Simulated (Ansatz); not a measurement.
# ZnO (zincite) under changes of volume

One of the cells (11.900 Å³/atom); the others are scaled copies at fixed shape and fractional positions:

```
Zn O
1.0
     3.24931    0.00000    0.00000
    -1.62465    2.81398    0.00000
     0.00000    0.00000    5.20571
Zn O
2 2
Cartesian
  1.6247 0.9380 0.0000
  0.0000 1.8760 2.6029
  0.0000 1.8760 4.5759
  1.6247 0.9380 1.9730
```

* Program: Ansatz 0.2.0
* Functional: LDA
* Potentials or basis: all-electron LAPW, scalar-relativistic
* Cutoff: 397 eV (chosen from the basis error)
* Basis error allowed: 0.002 eV/atom
* k mesh: 9 × 9 × 5
* Occupations: fermi-dirac, width 0.05 eV
* Spin: no spin polarisation

```tsv
volume (Å³/atom)	energy over the lowest point (meV/atom)	pressure (GPa)	gap on the mesh (eV)	largest force (eV/Å)
11.186	0.66	2.2	0.85	0.074
11.424	0.00	-1.2	0.81	0.066
11.662	4.17	-4.3	0.78	0.059
11.900	?	?	?	?
12.138	24.99	-9.5	0.71	0.045
12.376	40.75	-11.7	0.68	0.039
12.614	59.56	-13.6	0.65	0.033
```

Question: What does the run at 11.900 Å³/atom give?

Answer: Energy over the lowest point 12.66 meV/atom; pressure -7.1 GPa; gap on the mesh 0.75 eV; largest force 0.052 eV/Å.

Worked out: A Birch-Murnaghan fit of order 3 (a polynomial in V^(-2/3)) to the other rows has its minimum at 11.34 Å³/atom with B0 = V·E''(V) = 162 GPa and B' = 4.5 at fixed shape and positions, which overstates the stiffness. It gives 12.66 meV/atom at 11.900 Å³/atom, against the run's 12.66, and -dE/dV = -7.1 GPa, against -7.1. A straight line through the other rows of the gap, of slope -1.66 eV per unit of ln V (its deformation potential), gives 0.75 eV, against the run's 0.75.

Energies are extrapolated to zero smearing.
